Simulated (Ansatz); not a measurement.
# PbS (Pm-3m) in Ansatz: convergence with k mesh

Aim: find how far k mesh must go before the results for PbS settle, at PBE. This setting moves, with any that are tied to it; all else stays.

Everything below comes from runs of Ansatz 0.2.0. Logs are shortened: lines on timing, memory, paths and dates and some standing lists are left out, and cuts for length are marked.

### 1 The structure

It takes space group Pm-3m (No. 221, cubic). Conventional cell: a = 3.654 Å, b = 3.654 Å, c = 3.654 Å, α = 90.00°, β = 90.00°, γ = 90.00°. Pb (site symmetry m-3m) has 8 S at 3.16 Å as nearest neighbours. S (site symmetry m-3m) is surrounded by 8 Pb at 3.16 Å.

Measurements of this composition are mostly on another form, of space group No. 225.

### 2 With k mesh 2 × 2 × 2

input.yaml

```yaml
crystal:
  lattice:
    - [3.653659, 0.0, 0.0]
    - [0.0, 3.653659, 0.0]
    - [0.0, 0.0, 3.653659]
  atoms:
    - { symbol: Pb, position: [0.0, 0.0, 0.0] }
    - { symbol: S, position: [0.5, 0.5, 0.5] }
hamiltonian:
  xc: pbe
  pseudopotentials: { kind: paw, source: jth }
kpoints:
  mp_grid: { grid: [2, 2, 2] }
scf:
  occupations: { method: fermi_dirac, width: 0.05 }
output:
  forces: true
  stress: true
  eigenvalues: true
```

Potentials or basis: JTH PAW.

Started as:

```bash
$ ansatz run input.yaml --threads 2 --pin off --max-ram 5632MiB --backend cpu --events-out ev --progress --plain --runs-dir out
```

Log:

```text
Warning: the checks of this Pb dataset prove no rule for summing its radial tables, as where they were carried onto another mesh than they were made on, and Gregory's rule is taken, under which a leading mesh point left out moves its sums only by what lay on the interval it spanned. That does not make them correct, and they differ from Quantum ESPRESSO's on this file; a re-export a fraction of a mesh step off can move them. hamiltonian.pseudopotentials.radial_quadrature: simpson_from_first_knot sums it by `pw.x`'s rule; on a PAW file no value gives `pw.x`'s numbers. What more to know: hamiltonian.pseudopotentials.radial_quadrature, in the input reference
Warning: the checks of this S dataset prove no rule for summing its radial tables, as where they were carried onto another mesh than they were made on, and Gregory's rule is taken, under which a leading mesh point left out moves its sums only by what lay on the interval it spanned. That does not make them correct, and they differ from Quantum ESPRESSO's on this file; a re-export a fraction of a mesh step off can move them. hamiltonian.pseudopotentials.radial_quadrature: simpson_from_first_knot sums it by `pw.x`'s rule; on a PAW file no value gives `pw.x`'s numbers. What more to know: hamiltonian.pseudopotentials.radial_quadrature, in the input reference
Warning: RAYON_NUM_THREADS=2 ignored (pool sized by the plan → 2); use --threads N
Engine: ansatz 0.2.0, aarch64-unknown-linux-gnu
Pseudopotentials: kind: paw
Pseudopotential: Pb, paw, valence charge 14, recommended cutoff 1800 eV (normal), Pb.paw.azcp
Pseudopotential: S, paw, valence charge 6, recommended cutoff 780 eV (normal), S.paw.azcp
Functional definition: PBE
  parameter kappa = 0.804
  parameter beta = 0.06672455060314922
  exchange = pbe_x(kappa = kappa, mu = beta*pi^2/3)
  correlation = pbe_c(beta = beta)
Crystal: 2 atoms, lattice volume = 48.774 Å³
Basis set: ecut = 1800 eV, 8385 PW (Γ), exchange–correlation on 108×108×108 points (8 copies of the dense FFT grid, shifted against one another)
Bands: 14, of which v1, the nominal top of the filled ones, is band 10 counted from 1 (9 counted from 0)
Symmetry: 48 space group operations
Space group: Pm-3m (ITA 221), of the structure as read, at distance tolerance 3.7e-5 Å
k-points: 4 of 8
Non-local potential: Pb, projectors of the file, l = 0: 2, l = 1: 2, l = 2: 2
Non-local potential: S, projectors of the file, l = 0: 2, l = 1: 2
PAW form: soft (Blöchl's): semilocal exchange-correlation on the pseudo side does not see the compensation charge
PAW one-centre angular grid: Pb, 590 points (default); XC on 64 Gauss nodes
PAW one-centre angular grid: S, 110 points (default); XC on 64 Gauss nodes
Initial density: superposition of atomic densities (chi_scale 0.1, normalization cell, long waves kept (reshape's long-wave potential 0.00 eV rms))
Initial wavefunctions: pseudopotential atomic-orbital guess
Functional: x = pbe(κ = 0.804, μ = 0.2195149727645171), c = pbe(β = 0.06672455060314922)
[... 9 lines left out ...]
SCF 1 converged in 8 iterations: F = -12745.652032 eV  dr2 = 8.11e-8
SCF converged after 8 iterations
Free energy (F): -12745.652032 eV
Harris-Foulkes:  -12745.652032 eV  (|F-HF|=5.10e-8)
Internal energy: -12745.620008 eV  (E = F + TS)
E sigma→0 (E₀):  -12745.636020 eV
Entropy (-TS):   -0.032024 eV (-16.012 meV/atom)
Fermi energy:    8.364367 eV
--- Per-component energies (eV) ---
  E_band       = -45.453785
  E_kinetic    = 255.994785
  E_local      = -1651.664134  (includes V_loc(G=0)·N_el)
  E_nonlocal   = 1036.619379
  E_hartree    = 514.796022
  E_xc         = -166.968833
  E_vxc        = -174.143954  (∫ρ·V_xc dr)
  E_paw        = -11171.771088  (= ΣΔE_a)
  E_vpaw       = -541.855127  (= ΣTr[D̂ρ^β])
  E_aug_tail   = -0.000043  (compensation charges beyond the density's cutoff)
  E_ewald      = -1562.626095
  E_smearing   = -0.032024  (= −TS)
  E_closure    = -0.000000  (closes the sum)
  Σ components = -12745.652032   (vs F -12745.652032, Δ=0.00e0)
--- Forces (eV/Å), atoms counted from 1 ---
  atom   1  Pb     0.00000000     0.00000000     0.00000000
  atom   2  S     -0.00000000     0.00000000    -0.00000000
  max |Σ_I F_I| component: 1.42e-22 eV/Å
--- Stress (GPa, compression-positive) ---
       -3.595490       0.000000       0.000000
        0.000000      -3.595490       0.000000
        0.000000       0.000000      -3.595490
  P = ⅓ Tr σ = -3.5955 GPa (-35.955 kbar)
--- Band table (eV) ---
  k-point 0: bands = ["-8.3197", "-8.3197", "-8.1177", "-8.1177", "-8.1177", "-4.5549", "1.8666", "6.9754", "6.9754", "6.9754", "14.1508", "14.1508", "15.1344", "15.1344"]
  k-point 1: bands = ["-8.3101", "-8.1749", "-8.1749", "-8.1650", "-8.1121", "-3.2964", "-0.3627", "8.0706", "8.0706", "8.4592", "8.9393", "12.5675", "12.5675", "15.3778"]
  k-point 2: bands = ["-8.2916", "-8.2353", "-8.1642", "-8.1642", "-8.0620", "-2.5516", "1.3880", "4.1750", "4.1750", "8.2589", "12.7761", "12.7761", "14.5638", "15.8552"]
  k-point 3: bands = ["-8.2414", "-8.2414", "-8.2414", "-8.0588", "-8.0588", "-2.3284", "2.6821", "6.2128", "6.2128", "6.2128", "8.1609", "8.1609", "8.1609", "22.3524"]
```

Wall time 1 s (2 threads of Arm Neoverse V2, shared host); peak memory 0.41 GiB.

What came out:

| Quantity | Value |
| --- | --- |
| Free energy | -12745.6520 eV |
| Pressure | -3.6 GPa |
| Band gap on the k mesh | none (metal or under the smearing width) |

### 3 With k mesh 3 × 3 × 3

input.yaml: that of step 2 with these lines changed.

```diff
@@ -12,3 +12,3 @@
 kpoints:
-  mp_grid: { grid: [2, 2, 2] }
+  mp_grid: { grid: [3, 3, 3] }
 scf:
```

Potentials or basis: JTH PAW.

Started as:

```bash
$ ansatz run input.yaml --threads 2 --pin off --max-ram 5632MiB --backend cpu --events-out ev --progress --plain --runs-dir out
```

Wall time 0.94 s (2 threads of Arm Neoverse V2, shared host); peak memory 0.41 GiB.

Results:

* Free energy: -12746.8956 eV
* Pressure: -0.2 GPa
* Band gap on the k mesh: 1.90 eV, indirect (least direct gap 2.89 eV)

### 4 With k mesh 4 × 4 × 4

input.yaml: that of step 3 with these lines changed.

```diff
@@ -12,3 +12,3 @@
 kpoints:
-  mp_grid: { grid: [3, 3, 3] }
+  mp_grid: { grid: [4, 4, 4] }
 scf:
```

Started as:

```bash
$ ansatz run input.yaml --threads 2 --pin off --max-ram 5632MiB --backend cpu --events-out ev --progress --plain --runs-dir out
```

It took 1.7 s on 2 threads of Arm Neoverse V2, shared host; peak memory 0.45 GiB.

Results:

```yaml
Free_energy: -12746.7992 eV
Pressure: -0.4 GPa
Band_gap_on_the_k_mesh: none (metal or under the smearing width)
```

### 5 With k mesh 5 × 5 × 5

input.yaml: that of step 4 with these lines changed.

```diff
@@ -12,3 +12,3 @@
 kpoints:
-  mp_grid: { grid: [4, 4, 4] }
+  mp_grid: { grid: [5, 5, 5] }
 scf:
```

Started as:

```bash
$ ansatz run input.yaml --threads 2 --pin off --max-ram 5632MiB --backend cpu --events-out ev --progress --plain --runs-dir out
```

Wall time 1.7 s (2 threads of Arm Neoverse V2, shared host); peak memory 0.45 GiB.

What came out:

* Free energy: -12746.8689 eV
* Pressure: 0.2 GPa
* Band gap on the k mesh: 0.46 eV, indirect (least direct gap 1.81 eV)

### 6 With k mesh 7 × 7 × 7

input.yaml: that of step 5 with these lines changed.

```diff
@@ -12,3 +12,3 @@
 kpoints:
-  mp_grid: { grid: [5, 5, 5] }
+  mp_grid: { grid: [7, 7, 7] }
 scf:
```

Potentials or basis: JTH PAW.

Started as:

```bash
$ ansatz run input.yaml --threads 2 --pin off --max-ram 5632MiB --backend cpu --events-out ev --progress --plain --runs-dir out
```

Run time: 3 s. Hardware: 2 threads of Arm Neoverse V2, shared host; peak memory 0.51 GiB.

The run converged. Its results:

| Quantity | Value |
| --- | --- |
| Free energy | -12746.8713 eV |
| Pressure | 0.0 GPa |

### 7 With k mesh 8 × 8 × 8

input.yaml: that of step 6 with these lines changed.

```diff
@@ -12,3 +12,3 @@
 kpoints:
-  mp_grid: { grid: [7, 7, 7] }
+  mp_grid: { grid: [8, 8, 8] }
 scf:
```

Started as:

```bash
$ ansatz run input.yaml --threads 2 --pin off --max-ram 5632MiB --backend cpu --events-out ev --progress --plain --runs-dir out
```

Run time: 4.9 s. Hardware: 2 threads of Arm Neoverse V2, shared host; peak memory 0.57 GiB.

The run converged. Its results:

```
Free energy            : -12746.8748 eV
Pressure               : 0.0 GPa
Band gap on the k mesh : none (metal or under the smearing width)
```

### 8 With k mesh 10 × 10 × 10

input.yaml: that of step 7 with these lines changed.

```diff
@@ -12,3 +12,3 @@
 kpoints:
-  mp_grid: { grid: [8, 8, 8] }
+  mp_grid: { grid: [10, 10, 10] }
 scf:
```

Started as:

```bash
$ ansatz run input.yaml --threads 2 --pin off --max-ram 5632MiB --backend cpu --events-out ev --progress --plain --runs-dir out
```

Wall time 8.9 s (2 threads of Arm Neoverse V2, shared host); peak memory 0.65 GiB.

Results (log left out):

```
Free energy            : -12746.8758 eV
Pressure               : 0.0 GPa
Band gap on the k mesh : none (metal or under the smearing width)
```

### 9 With k mesh 12 × 12 × 12

input.yaml: that of step 8 with these lines changed.

```diff
@@ -12,3 +12,3 @@
 kpoints:
-  mp_grid: { grid: [10, 10, 10] }
+  mp_grid: { grid: [12, 12, 12] }
 scf:
```

Potentials or basis: JTH PAW.

Started as:

```bash
$ ansatz run input.yaml --threads 2 --pin off --max-ram 5632MiB --backend cpu --events-out ev --progress --plain --runs-dir out
```

Run time: 13 s. Hardware: 2 threads of Arm Neoverse V2, shared host; peak memory 0.77 GiB.

It converged, with:

```
Free energy            : -12746.8756 eV
Pressure               : 0.0 GPa
Band gap on the k mesh : none (metal or under the smearing width)
```

### 10 The series at a glance

| k mesh | energy less the tightest run, at zero smearing (meV/atom) | pressure (GPa) | gap on the mesh (eV) | SCF cycles | CPU time (s) | peak memory (GiB) |
| --- | --- | --- | --- | --- | --- | --- |
| 2 × 2 × 2 | 618.69 | -3.60 | 0.000 | 8 | 1.9 | 0.41 |
| 3 × 3 × 3 | -11.08 | -0.21 | 1.903 | 7 | 1.8 | 0.41 |
| 4 × 4 × 4 | 39.05 | -0.39 | 0.000 | 6 | 3.2 | 0.45 |
| 5 × 5 × 5 | 2.50 | 0.21 | 0.463 | 7 | 3.4 | 0.45 |
| 7 × 7 × 7 | 2.92 | 0.03 | - | 7 | 5.9 | 0.51 |
| 8 × 8 × 8 | 0.64 | -0.03 | 0.000 | 7 | 9.6 | 0.57 |
| 10 × 10 × 10 | -0.11 | 0.00 | 0.000 | 7 | 18 | 0.65 |
| 12 × 12 × 12 | 0.00 | 0.03 | 0.000 | 7 | 26 | 0.77 |

Against the tightest run, the energy stays within 1 meV/atom from 8 × 8 × 8 on; the pressure stays within 0.1 GPa from 7 × 7 × 7 on; the gap on the mesh stays within 0.01 eV from 8 × 8 × 8 on. Meshes of other sizes hit other points, so gaps and Fermi surfaces needn't settle smoothly. The tightest run that finished is the yardstick and may itself not be fully converged.
